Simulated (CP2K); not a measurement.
Zr under changes of volume

One of the cells (23.281 Å³/atom); the others are scaled copies at fixed shape and fractional positions:

```xyz
2
Lattice="3.2320 0.0000 0.0000 -1.6160 2.7990 0.0000 0.0000 0.0000 5.1470" Properties=species:S:1:pos:R:3 pbc="T T T"
Zr    1.6160    0.9330    3.8603
Zr    0.0000    1.8660    1.2868
```

- Program: CP2K 2026.2
- Functional: PBE
- Potentials or basis: POTENTIAL_UZH Zr GTH-PBE-q12; TZVP-MOLOPT-PBE-GTH basis
- Density cutoff: 6123 eV
- k mesh: 9 × 9 × 5
- Occupations: fermi-dirac, width 0.05 eV
- Spin: no spin polarisation

| volume (Å³/atom) | energy over the lowest point (meV/atom) | pressure (GPa) |
| --- | --- | --- |
| 21.884 | 38.97 | 7.9 |
| 22.350 | 19.74 | 5.4 |
| 22.815 | ? | ? |
| 23.281 | 0.80 | 1.2 |
| 23.746 | 0.00 | -0.7 |
| 24.212 | 4.39 | -2.4 |
| 24.678 | 13.56 | -4.0 |

Task: What does the run at 22.815 Å³/atom give?

Result: Energy over the lowest point 7.21 meV/atom; pressure 3.2 GPa.

Worked out: A Birch-Murnaghan fit of order 3 (a polynomial in V^(-2/3)) to the other rows has its minimum at 23.58 Å³/atom with B0 = V·E''(V) = 93 GPa and B' = 3.2 at fixed shape and positions, which overstates the stiffness. It gives 7.22 meV/atom at 22.815 Å³/atom, against the run's 7.21, and -dE/dV = 3.2 GPa, against 3.2.

Energies are extrapolated to zero smearing.

Caveats: the basis of atomic orbitals isn't converged, which shifts pressures, moduli and gaps.
